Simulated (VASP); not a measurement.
# Se (R-3m) in VASP: notebook

One crystal, Se, is run at these levels: PBE; tasks: relaxation of cell and atoms.

Everything below comes from runs of VASP 6.6.1. Logs are shortened: lines on timing, memory, paths and dates and some standing lists are left out, and cuts for length are marked.

## (1) Starting point

Symmetry: R-3m, No. 166, trigonal system. The conventional cell has a = 3.850 Å, b = 3.850 Å, c = 2.645 Å, α = 90.00°, β = 90.00°, γ = 120.00°. Around Se (site symmetry -3m) lie 8 Se at 2.39 to 2.65 Å.

This isn't the form of Se at room conditions, which is trigonal, of chains.

## (2) Relaxation of cell and atoms, PBE, target pressure 148 GPa, at which the enthalpy is minimised

INCAR reads:

```
ALGO = Normal
EDIFF = 1E-7
EDIFFG = -0.002
ENCUT = 520
GGA = PE
IBRION = 2
ISIF = 3
ISMEAR = 0
LASPH = T
LCHARG = F
LREAL = F
LWAVE = F
NELM = 100
NSW = 80
PREC = Accurate
PSTRESS = 1480.0
SIGMA = 1.0
```

KPOINTS reads:

```
k-points
0
Gamma
  15 15 15
```

POSCAR reads:

```
Se
1.0
    1.9250000000      1.1113992700      0.8816666700
   -1.9250000000      1.1113992700      0.8816666700
    0.0000000000     -2.2227985400      0.8816666700
Se
1
Direct
    0.0000000000      0.0000000000      0.0000000000
```

Potentials or basis: VASP PAW PBE potentials, release 64 (Se).

Started as:

```sh
> cat potpaw_PBE.64/Se/POTCAR > POTCAR
> mpirun -np 1 vasp_std > vasp.out
```

OUTCAR:

```text
EDIFF = 1E-7
   EDIFFG = -0.002
   ENCUT = 520
   GGA = PE
   IBRION = 2
   ISIF = 3
   ISMEAR = 0
   LASPH = T
   LREAL = F
   NELM = 100
   NSW = 80
   PREC = Accurate
   PSTRESS = 1480.0

 ion  position               nearest neighbor table
   1  0.000  0.000  0.000-

  LATTYP: Found a trigonal (rhomboedric) cell.
 ALAT       =     2.3912694232
 COS(alpha) =    -0.2960878580

  Lattice vectors:

 A1 = (   1.9250000000,   1.1113992700,   0.8816666700)
 A2 = (  -1.9250000000,   1.1113992700,   0.8816666700)
 A3 = (   0.0000000000,  -2.2227985400,   0.8816666700)

Analysis of symmetry for initial positions (statically):
=====================================================================
 Subroutine PRICEL returns:
 Original cell was already a primitive cell.

 Routine SETGRP: Setting up the symmetry group for a
 trigonal (rhombohedral) supercell.

 Subroutine GETGRP returns: Found 12 space group operations
 (whereof 12 operations were pure point group operations)
 out of a pool of 12 trial point group operations.

The static configuration has the point symmetry D_3d.

Analysis of symmetry for dynamics (positions and initial velocities):
=====================================================================
 Subroutine PRICEL returns:
 Original cell was already a primitive cell.

 Routine SETGRP: Setting up the symmetry group for a
 trigonal (rhombohedral) supercell.

 Subroutine GETGRP returns: Found 12 space group operations
 (whereof 12 operations were pure point group operations)
 out of a pool of 12 trial point group operations.

The dynamic configuration has the point symmetry D_3d.

 Subroutine INISYM returns: Found 12 space group operations
 (whereof 12 operations are pure point group operations),
 and found     1 'primitive' translations

----------------------------------------------------------------------------------------

                                     Primitive cell

  volume of cell :      11.3177

  direct lattice vectors                    reciprocal lattice vectors
     1.925000000  1.111399270  0.881666670     0.259740260  0.149961109  0.378071832
    -1.925000000  1.111399270  0.881666670    -0.259740260  0.149961109  0.378071832
     0.000000000 -2.222798540  0.881666670     0.000000000 -0.299922217  0.378071832

  length of vectors
     2.391269423  2.391269423  2.391269426     0.482588486  0.482588486  0.482588486

  position of ions in fractional coordinates (direct lattice)
     0.000000000  0.000000000  0.000000000

  ion indices of the primitive-cell ions
   primitive index   ion index
                 1           1

----------------------------------------------------------------------------------------

 KPOINTS: k-points

Automatic generation of k-mesh.
 Grid dimensions read from file:
 generate k-points for:   15   15   15

 Generating k-lattice:

  Cartesian coordinates                     Fractional coordinates (reciprocal lattice)
     0.017316017  0.009997407  0.025204789     0.066666667  0.000000000  0.000000000
    -0.017316017  0.009997407  0.025204789     0.000000000  0.066666667  0.000000000
     0.000000000 -0.019994814  0.025204789     0.000000000  0.000000000  0.066666667

  Length of vectors
     0.032172566  0.032172566  0.032172566

  Shift w.r.t. Gamma in fractional coordinates (k-lattice)
     0.000000000  0.000000000  0.000000000

 Subroutine IBZKPT returns following result:
 ===========================================

 Found    344 irreducible k-points:

 Following reciprocal coordinates:
            Coordinates               Weight
  0.000000  0.000000  0.000000      1.000000
  0.066667  0.000000  0.000000      6.000000
  0.133333  0.000000  0.000000      6.000000
  0.200000 -0.000000  0.000000      6.000000
  0.266667  0.000000  0.000000      6.000000
  0.333333 -0.000000  0.000000      6.000000
[... 16 lines left out ...]
  0.133333  0.133333  0.000000      6.000000
  0.200000  0.133333  0.000000     12.000000
 [... further k-points ...]
   k-points           NKPTS =    344   k-points in BZ     NKDIM =    344   number of bands    NBANDS=      7
   number of dos      NEDOS =    301   number of ions     NIONS =      1
   total plane-waves  NPLWV =   5832
   dimension x,y,z NGX =    18 NGY =   18 NGZ =   18
   dimension x,y,z NGXF=    36 NGYF=   36 NGZF=   36
   ions per type =               1
   NGX,Y,Z   is equivalent  to a cutoff of  12.51, 12.51, 12.51 a.u.
   NGXF,Y,Z  is equivalent  to a cutoff of  25.03, 25.03, 25.03 a.u.
 SYSTEM =  unknown system
   PREC   = accura    normal or accurate (medium, high low for compatibility)
   ISTART =      0    job   : 0-new  1-cont  2-samecut
   ICHARG =      2    charge: 1-file 2-atom 10-const
   ISPIN  =      1    spin polarized calculation?
   LNONCOLLINEAR =      F non collinear calculations
   LSORBIT =      F    spin-orbit coupling
   LASPH  =      T    aspherical Exc in radial PAW
   ENCUT  =  520.0 eV  38.22 Ry    6.18 a.u.   4.45  4.45  4.45*2*pi/ulx,y,z
   NELM   =    100;   NELMIN=  2; NELMDL= -5     # of ELM steps
   EDIFF  = 0.1E-06   stopping-criterion for ELM
   LREAL  =      F    real-space projection
   EDIFFG = -.2E-02   stopping-criterion for IOM
   NSW    =     80    number of steps for IOM
   IBRION =      2    ionic relax: 0-MD 1-quasi-New 2-CG
   NFREE  =      1    steps in history (QN), initial steepest desc. (CG)
   ISIF   =      3    stress and relaxation
   ISYM   =      2    0-nonsym 1-usesym 2-fastsym
   POTIM  = 0.5000    time-step for ionic-motion
   TEBEG  =    0.0;   TEEND  =   0.0 temperature during run
   PSTRESS= 1480.0 pullay stress
   NELECT =       6.0000    total number of electrons
   NUPDOWN=      -1.0000    fix difference up-down
   EMIN   =  10.00;   EMAX   =-10.00  energy-range for DOS
   EFERMI =   0.00;   METHOD = LEGACY
   ISMEAR =     0;   SIGMA  =   1.00  broadening in eV -4-tet -1-fermi 0-gaus
   EFERMI_NEDOS =   21; number of points for ismear=-14 and -15
   IALGO  =     38    algorithm
   IMIX   =      4    mixing-type and parameters
     AMIX     =   0.40;   BMIX     =  1.00
     AMIX_MAG =   1.60;   BMIX_MAG =  1.00
  volume/ion in A,a.u.               =      11.32        76.38
  Fermi-wavevector in a.u.,A,eV,Ry     =   1.324971  2.503832 23.885687  1.755548
  Thomas-Fermi vector in A             =   2.454466
   LORBIT       =      0    0 simple, 1 ext, 2 COOP (PROOUT), +10 PAW based schemes
   GGA     = PE    functional components
   LHFCALC =     F    Hartree Fock is set to
   AEXX    =    0.0000 exact exchange contribution
   IVDW    =     0    specifies the selected vdW correction
   LEPSILON=     F    determine dielectric tensor
   LRPA    =     F    only Hartree local field effects (RPA)
 conjugate gradient relaxation of ions
 non-spin polarized calculation
 Gauss-broadening in eV      SIGMA  =   1.00
  energy-cutoff  :      520.00
  volume of cell :       11.32
 maximum number of plane-waves:       313
 NGX is ok and might be reduce to    18
   NGX =  9   NGY =  9   NGZ =  9

--------------------------------------- Ionic step        1  -------------------------------------------

 number of electron       6.0000000 magnetization

 Free energy of the ion-electron system (eV)
  ---------------------------------------------------
  ext. energy  EPLUGINS =         0.00000000
  ---------------------------------------------------
  free energy    TOTEN  =        -0.35990350 eV

  energy without entropy =       -0.17308300  energy(sigma->0) =       -0.26649325

------------------------ aborting loop because EDIFF is reached ----------------------------------------

  FORCE on cell =-STRESS in cart. coord.  units (eV):
  Direction    XX          YY          ZZ          XY          YZ          ZX
  --------------------------------------------------------------------------------------
  -------------------------------------------------------------------------------------
  Total       11.5989688     11.5989688     11.1957561      0.0000000      0.0000000     -0.0000000
  in kB     1642.0011106   1642.0011160   1584.9205519      0.0000000      0.0000000     -0.0000000
  external PRESSURE =     142.9742595 kB  Pullay stress =    1480.0000000 kB
[... 90 lines left out ...]
  FREE ENERGIE OF THE ION-ELECTRON SYSTEM (eV)
  ---------------------------------------------------
  free  energy   TOTEN  =        -0.6453251680 eV

  energy  without entropy=       -0.4546101143  energy(sigma->0) =       -0.54996764

  enthalpy is  TOTEN    =        10.0821484406 eV   P V=       10.7274736087

[... ionic steps 4 to 17 ...]

--------------------------------------- Ionic step       18  -------------------------------------------

 number of electron       5.9999998 magnetization

------------------------ aborting loop because EDIFF is reached ----------------------------------------

  FORCE on cell =-STRESS in cart. coord.  units (eV):
  Direction    XX          YY          ZZ          XY          YZ          ZX
  --------------------------------------------------------------------------------------
  -------------------------------------------------------------------------------------
  Total       10.6519258     10.6519267     10.6531005      0.0000000      0.0000000      0.0000000
  in kB     1479.1679990   1479.1681141   1479.3311258      0.0000000      0.0000000      0.0000000
  external PRESSURE =      -0.7775870 kB  Pullay stress =    1480.0000000 kB
[... 59 lines left out ...]
  enthalpy is  TOTEN    =        10.0621223807 eV   P V=       10.6570356914

--------------------------------------- Ionic step       20  -------------------------------------------

 number of electron       5.9999998 magnetization

 Free energy of the ion-electron system (eV)
  ---------------------------------------------------
  ext. energy  EPLUGINS =         0.00000000
  ---------------------------------------------------
  free energy    TOTEN  =        -0.59438274 eV

  energy without entropy =       -0.40195899  energy(sigma->0) =       -0.49817087

 E-fermi :  14.5546     XC(G=0): -13.3561

 val. band max:       14.5453312503   @ k =  -0.2000   0.4667   0.2000
 cond. band min:      14.5991158110   @ k =  -0.1333   0.2000   0.1333
 fundamental gap:      0.0537845607
 Fermi energy:        14.5546338647

 k-point     1 :       0.0000    0.0000    0.0000
  band No.  band energies     occupation
      1      -8.7950      2.00000
      2      21.7065      0.00000
      3      21.7117      0.00000
      4      21.7117      0.00000
      5      28.4228      0.00000
      6      28.4228      0.00000
      7      28.4262      0.00000
[... 221 lines left out ...]
 k-point    24 :       0.2000    0.1333    0.0000
  band No.  band energies     occupation
      1      -5.7115      2.00000
      2      11.0120      2.00000
      3      14.1029      1.47703
      4      18.1785      0.00000
      5      24.9776      0.00000
      6      26.7831      0.00000
      7      30.4736      0.00000

 [... further k-points ...]
[... 5 lines left out ...]
  --------------------------------------------------------------------------------------
  -------------------------------------------------------------------------------------
  Total       10.6562316     10.6562323     10.6550195      0.0000000     -0.0000000      0.0000000
  in kB     1479.9620174   1479.9621109   1479.7936743      0.0000000     -0.0000000      0.0000000
  external PRESSURE =      -0.0940658 kB  Pullay stress =    1480.0000000 kB
[... 16 lines left out ...]
  FREE ENERGIE OF THE ION-ELECTRON SYSTEM (eV)
  ---------------------------------------------------
  free  energy   TOTEN  =        -0.5943827393 eV

  energy  without entropy=       -0.4019589928  energy(sigma->0) =       -0.49817087

  enthalpy is  TOTEN    =        10.0621223317 eV   P V=       10.6565050710

 reached required accuracy - stopping structural energy minimisation
```

It took 3 min on 1 thread of Intel Xeon Platinum 8259CL at 2.50GHz (Skylake/Cascade Lake), shared host; peak memory 0.14 GiB.

Results:

* Free energy: -0.5944 eV
* Relaxed volume: 11.54 Å³/atom
* Relaxed cell: a = 2.465 Å, b = 2.465 Å, c = 2.465 Å, α = 109.47°, β = 109.47°, γ = 109.47°
* Space group after relaxing (to 0.05 Å): Im-3m (No. 229)
* Energy change on relaxing (the enthalpy is what falls): -234.5 meV/atom
* Ionic steps: 20
* Pressure after relaxing: 148.0 GPa
* Band gap on the k mesh: none (metal or under the smearing width)

The path:
```tsv
step	energy change (eV)	largest force (eV/Å)	pressure (GPa)	volume (Å³)
1	0.0000	0.0000	162.30	11.32
2	-1.3303	0.0000	90.40	13.05
3	-0.2854	0.0000	146.80	11.61
4	-0.2699	0.0000	147.64	11.60
5	-0.2618	0.0000	147.72	11.59
6	-0.2320	0.0000	148.57	11.55
7	-0.1418	0.0000	153.02	11.44
8	-0.1771	0.0000	151.13	11.48
9	-0.1590	0.0000	152.09	11.46
10	-0.1880	0.0000	150.51	11.49
11	-0.2098	0.0000	149.34	11.51
12	-0.2086	0.0000	149.40	11.51
13	-0.2151	0.0000	149.05	11.52
14	-0.2322	0.0000	148.12	11.53
15	-0.2328	0.0000	148.09	11.53
16	-0.2333	0.0000	148.07	11.53
17	-0.2339	0.0000	148.04	11.54
18	-0.2359	0.0000	147.92	11.54
19	-0.2350	0.0000	147.96	11.54
20	-0.2345	0.0000	147.99	11.54
```

Final structure:
```cif
data_structure
_symmetry_space_group_name_H-M 'P 1'
_symmetry_Int_Tables_number 1
_cell_length_a 2.4653
_cell_length_b 2.4653
_cell_length_c 2.4653
_cell_angle_alpha 109.468
_cell_angle_beta 109.468
_cell_angle_gamma 109.468
_cell_volume 11.54
loop_
_atom_site_label
_atom_site_type_symbol
_atom_site_fract_x
_atom_site_fract_y
_atom_site_fract_z
_atom_site_occupancy
Se1 Se 0.00000 0.00000 0.00000 1
```

Caveat: the cell is relaxed towards a set pressure, so the enthalpy falls and the energy may rise.

(Continued in part 2 of 2.)
